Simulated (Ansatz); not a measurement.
**Platinum, dhcp under PBE: ground state and equation of state**

Aim: take platinum in the dhcp structure, relax it, solve it on a dense k-mesh, then scale the cell to 7 volumes from 88 to 112 % of the relaxed one and try a fit of the equation of state. The start is ferromagnetic. The k-meshes are 13×13×4 for the relaxation; 17×17×5 for the dense run; 15×15×4 for the volumes.

Program: Ansatz 0.2.0. Level of theory: DFT PBE, plane waves (420 eV) with PAW, scalar-relativistic. These are calculated values, not measurements.

**1. Starting point**

Symmetry: P6_3/mmc, No. 194, hexagonal system. Conventional cell: a = 2.774 Å, b = 2.774 Å, c = 9.060 Å, α = 90.00°, β = 90.00°, γ = 120.00°. Pt (site symmetry -3m) has 12 Pt at 2.77 Å as nearest neighbours. Around Pt (site symmetry -6m2) lie 12 Pt at 2.77 Å.

Coordinates:

```
CELL_PARAMETERS angstrom
2.77405 0.00000 0.00000
-1.38702 2.40239 0.00000
0.00000 0.00000 9.06004
ATOMIC_POSITIONS crystal
Pt 0.00000 0.00000 0.00000
Pt 0.00000 0.00000 0.50000
Pt 0.33333 0.66667 0.25000
Pt 0.66667 0.33333 0.75000
```

The atoms start with moments of +1 ×4 μB.

**2. Relaxing cell and atoms**

Input file input.yaml:

```yaml
crystal:
  lattice:
    - [2.7740467412, 0.0, 0.0]
    - [-1.3870233706, 2.4023949491, 0.0]
    - [0.0, 0.0, 9.0600366567]
  atoms:
    - { symbol: Pt, position: [0.0, 0.0, 0.0], spin: 1.0 }
    - { symbol: Pt, position: [0.0, 0.0, 0.5], spin: 1.0 }
    - { symbol: Pt, position: [0.3333333333, 0.6666666667, 0.25], spin: 1.0 }
    - { symbol: Pt, position: [0.6666666667, 0.3333333333, 0.75], spin: 1.0 }
hamiltonian:
  xc: pbe
  pseudopotentials:
    kind: paw
    azcp:
      Pt: "pseudopotentials/Pt.paw.azcp"
basis:
  ecutwfc: 420
  fft_grid_basis: typed
kpoints:
  mp_grid: { grid: [13, 13, 4], shift: [0, 0, 0] }
magnetization:
  spin_polarized: true
scf:
  occupations: { method: fermi_dirac, width: 0.05 }
relax:
  max_steps: 60
  f_tol: 0.01
  cell: {}
```

Launch:

```bash
ansatz run input.yaml --threads 2 --pin off --max-ram 6144MiB --backend cpu --events-out ev --progress --plain --runs-dir out
```

The runs that follow: Dense single point; At 88 % of the relaxed volume; At 92 % of the relaxed volume; At 96 % of the relaxed volume; At 100 % of the relaxed volume; At 104 % of the relaxed volume; At 108 % of the relaxed volume; At 112 % of the relaxed volume.

Q: Predict the outcome of this session. Wanted: space group; conventional cell; volume; shortest distance; gap on the mesh; magnetic state; relative to fcc; V₀, B₀, B₀′.

As calculated:

```
                      quantity                                   value
space group (spins left aside)                      P6_3/mmc (No. 194)
             conventional cell  a = 2.783 Å, c = 9.357 Å (c/a = 3.362)
                        volume                          15.693 Å³/atom
             shortest distance                                 2.783 Å
               gap on the mesh            none (levels filled in part)
                magnetic state                            non-magnetic
               relative to fcc                            +32 meV/atom
                   V₀, B₀, B₀′            15.685 Å³/atom, 246 GPa, 5.5
```

**Reading.** The relaxation enlarged the cell by 4.0 % in volume. It lies 32 meV/atom above the element's reference form at the same level (fcc, from a run of its own). The starting moments do not survive. No gap shows: it is a metal or semimetal at this level. B₀ comes out at 246 GPa; letting shape and positions relax at each volume could only lower it. The symmetry was held, so the structure may be unstable against distortions that break it.
